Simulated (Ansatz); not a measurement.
# BN under changes of volume

One of the cells (9.476 Å³/atom); the others are scaled copies at fixed shape and fractional positions:

```
N B
1.0
     0.00000    3.49532    2.16609
     1.25163    0.00000    2.16609
     1.25163    3.49532    0.00000
N B
1 1
Direct
  0.66665 0.66665 0.33335
  0.00005 0.00005 0.99995
```

Measurements of this composition are mostly on another form, of space group No. 194.

| Property | Result |
| --- | --- |
| Program | Ansatz 0.2.0 |
| Functional | PBE |
| Potentials or basis | Ansatz PAW |
| Cutoff | 420 eV (not typed: the program's choice for these potentials) |
| k mesh | 13 × 13 × 13 |
| Occupations | fermi-dirac, width 0.05 eV |
| Spin | no spin polarisation |

| volume (Å³/atom) | energy over the lowest point (meV/atom) | pressure (GPa) | gap on the mesh (eV) | largest force (eV/Å) |
| --- | --- | --- | --- | --- |
| 8.908 | ? | ? | ? | ? |
| 9.097 | 20.65 | 13.6 | 3.93 | 0.012 |
| 9.287 | 7.83 | 8.2 | 3.92 | 0.011 |
| 9.476 | 1.12 | 3.2 | 3.91 | 0.010 |
| 9.666 | 0.00 | -1.3 | 3.89 | 0.009 |
| 9.855 | 3.98 | -5.4 | 3.88 | 0.008 |
| 10.045 | 12.62 | -9.2 | 3.86 | 0.007 |

Problem. What does the run at 8.908 Å³/atom give?

Solution. Energy over the lowest point 40.18 meV/atom; pressure 19.5 GPa; gap on the mesh 3.95 eV; largest force 0.013 eV/Å.

Worked out: A Birch-Murnaghan fit of order 3 (a polynomial in V^(-2/3)) to the other rows has its minimum at 9.61 Å³/atom with B0 = V·E''(V) = 224 GPa and B' = 3.6 at fixed shape and positions, which overstates the stiffness. It gives 40.09 meV/atom at 8.908 Å³/atom, against the run's 40.18, and -dE/dV = 19.5 GPa, against 19.5. A straight line through the other rows of the gap, of slope -0.705 eV per unit of ln V, extrapolates to 3.95 eV, against the run's 3.95.

Energies are extrapolated to zero smearing.

Caveats: odd divisions of the mesh miss points on the zone boundary, where band edges often lie, so the gap on the mesh can be too wide.

A mesh can miss the band edges.
